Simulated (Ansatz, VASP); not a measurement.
**Ti in VASP and in Ansatz**

The input INCAR:

```
  ALGO = Normal
  EDIFF = 1E-6
  EDIFFG = -0.005
  ENCUT = 600
  GGA = PE
  IBRION = 2
  ISIF = 3
  ISMEAR = 0
  IVDW = 12
  LASPH = T
  LCHARG = F
  LREAL = F
  LWAVE = F
  NELM = 60
  NSW = 100
  PREC = Accurate
  SIGMA = 0.1
```

File KPOINTS:

```
k-points
0
Gamma
  18 18 18
```

The input POSCAR:

```
Ti
1.0
    0.0000000000      2.0300000000      2.0300000000
    2.0300000000      0.0000000000      2.0300000000
    2.0300000000      2.0300000000      0.0000000000
Ti
1
Direct
    0.0000000000      0.0000000000      0.0000000000
```

Input for Ansatz:

```yaml
crystal:
  lattice:
    - [0.0, 2.03, 2.03]
    - [2.03, 0.0, 2.03]
    - [2.03, 2.03, 0.0]
  atoms:
    - { symbol: Ti, position: [0.0, 0.0, 0.0] }
basis:
  ecutwfc: 420
kpoints:
  mp_grid: { grid: [18, 18, 18] }
hamiltonian:
  xc: pbe
  dispersion: d3bj
scf:
  occupations: { method: gaussian, width: 0.1 }
output:
  forces: true
  stress: true
  eigenvalues: true
  write_density: true
  write_potential: true
  elf: true
  volumetric_format: npy
relax:
  adjacent_minimum: "off"
  f_tol: 0.005
  max_steps: 80
  cell: { stress_tol: 0.05 }
```

This isn't the form of Ti at room conditions, which is hcp.

Alike in both runs: task relaxation of cell and atoms; functional PBE; dispersion D3(BJ); k mesh 18 × 18 × 18; occupations gaussian, width 0.1 eV; no spin polarisation.

```csv
,VASP,Ansatz
version,VASP 6.6.1,Ansatz 0.2.0
potentials or method,"VASP PAW PBE potentials, release 64 (Ti_sv)","scalar-relativistic, plane waves, PAW"
plane-wave cutoff (eV),600,420
valence electrons in the cell,12,12
```

Ansatz gave:

```
gap on the k mesh at the Fermi level, each at its own relaxed structure (eV) : none
relaxed volume (Å³/atom)                                                     : 16.46
relaxed cell length with the largest relative difference (Å)                 : 2.855
energy change over the relaxation (meV/atom)                                 : -2
```

**Question.** Which values does VASP return?

**Answer.** gap on the k mesh at the Fermi level, each at its own relaxed structure (eV): none; relaxed volume (Å³/atom): 16.40; relaxed cell length with the largest relative difference (Å): 2.852; energy change over the relaxation (meV/atom): -2.

A gap of «none» marks a metal or a gap that the smearing closes.

Caveats: pairwise dispersion overbinds metals, which lowers pressure and volume.
